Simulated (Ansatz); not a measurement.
# Ta₂C: relax at fixed volume, BLYP + D3(BJ) (computed with Ansatz 0.2.0, plane waves, PAW)

```cif
data_structure
_symmetry_space_group_name_H-M 'P-3m1'
_symmetry_Int_Tables_number 164
_cell_length_a 3.0962
_cell_length_b 3.0962
_cell_length_c 4.9068
_cell_angle_alpha 90.000
_cell_angle_beta 90.000
_cell_angle_gamma 120.000
_cell_volume 40.74
loop_
_atom_site_label
_atom_site_type_symbol
_atom_site_symmetry_multiplicity
_atom_site_Wyckoff_symbol
_atom_site_fract_x
_atom_site_fract_y
_atom_site_fract_z
_atom_site_occupancy
Ta1 Ta 2 d 0.33333 0.66667 0.25751 1
C1 C 1 a 0.00000 0.00000 0.00000 1
```

Run with:

```bash
ansatz run input.yaml --threads 4 --pin off --max-ram 8192MiB --backend cpu --events-out ev --progress --plain --runs-dir out
```

input.yaml:

```yaml
crystal:
  lattice:
    - [3.0962419024, -1.0e-10, 0.0]
    - [-1.5481209511, 2.6814241438, 0.0]
    - [0.0, 0.0, 4.9068381032]
  atoms:
    - { symbol: Ta, position: [0.3333333333, 0.6666666667, 0.2575058923] }
    - { symbol: Ta, position: [0.6666666667, 0.3333333333, 0.7424941077] }
    - { symbol: C, position: [0.0, 0.0, 0.0] }
basis:
  ecutwfc: 420
  ecutrho_ratio: 4
kpoints:
  mp_grid: { grid: [8, 8, 6] }
hamiltonian:
  xc: blyp
  dispersion: d3bj
scf:
  occupations: { method: gaussian, width: 0.05 }
output:
  forces: true
  stress: true
  eigenvalues: true
relax:
  f_tol: 0.01
  max_steps: 40
  cell: { stress_tol: 0.1, fix: [volume] }
```

Output (shortened):

```
Engine: ansatz 0.2.0, aarch64-unknown-linux-gnu
Crystal: 3 atoms, lattice volume = 40.738 Å³
Basis set: ecut = 420 eV, 773 PW (Γ), exchange–correlation on 48×48×72 points (8 copies of the dense FFT grid, shifted against one another)
Bands: 19, of which v1, the nominal top of the filled ones, is band 15 counted from 1 (14 counted from 0)
Symmetry: 12 space group operations
Space group: P-3m1 (ITA 164), of the structure as read, at distance tolerance 3.4e-5 Å
k-points: 50 of 384
Initial wavefunctions: pseudopotential atomic-orbital guess
Functional: x = b88, c = lyp
SCF iter   1: F=—  HF=-20169.322579 eV  |F-HF|=—  |Δ(HF+E_count)|=         —  Δρ=2.14e-2  dr2=2.12e-1  ethr=1.77e-3  ⟨swp⟩=5.7  Hψ=4362  notcnv=0
[…]
SCF 4 converged in 3 iterations: F = -20169.269496 eV  dr2 = 8.15e-12
SCF converged after 3 iterations
Free energy (F): -20169.269496 eV
Harris-Foulkes:  -20169.269496 eV  (|F-HF|=7.28e-11)
Internal energy: -20169.268492 eV  (E = F + TS)
E sigma→0 (E₀):  -20169.268994 eV
Entropy (-TS):   -0.001003 eV (-0.334 meV/atom)
Fermi energy:    19.268449 eV
--- Forces (eV/Å), atoms counted from 1 ---
  atom   1  Ta     0.00000000    -0.00000000    -0.00072269
  atom   2  Ta    -0.00000000     0.00000000     0.00072269
  atom   3  C      0.00000000     0.00000000     0.00000000
--- Stress (GPa, compression-positive) ---
       -0.008700       0.000000       0.000000
        0.000000      -0.008700      -0.000000
        0.000000       0.000000       0.025342
  P = ⅓ Tr σ = 0.0026 GPa (0.026 kbar)
--- Relaxed structure (3 steps of the walk, 2 accepted, 1 SCFs on fresh bases) ---
  F+E_penalty+E_count = -20169.26949568 eV   max|allowed force component| = 7.227e-4 eV/Å   (the final SCF, on the basis selected at the relaxed cell)
  cell:  # Å, volume = 40.7382 Å³
    - [3.0968126452471467, -1.0775466618641563e-10, -2.1117835630748418e-20]
    - [-1.548406322530255, 2.681918421598793, 1.0558917815381415e-20]
    - [-3.3466958912209673e-20, 1.1776862791746524e-30, 4.905029608484579]
  atoms:
    - { symbol: Ta, position: [0.3333333333333334, 0.6666666666666669, 0.2570023578618529] }
    - { symbol: Ta, position: [0.6666666666666667, 0.33333333333333337, 0.7429976421381471] }
    - { symbol: C, position: [-7.225170744469792e-37, 4.987839589958324e-37, -2.725688767674428e-37] }
```

In short: gap on the mesh zero (metallic on this mesh); pressure 0.0 GPa; dispersion energy -3.747 eV a cell; the cell vectors change by under 0.002 Å.

Time: 2.9 s on 4 threads of Arm Neoverse V2, with other jobs on the host, peak memory 0.36 GiB.

Caveats: spin–orbit coupling is left out; the cell typed comes from this study's own search for zero pressure.
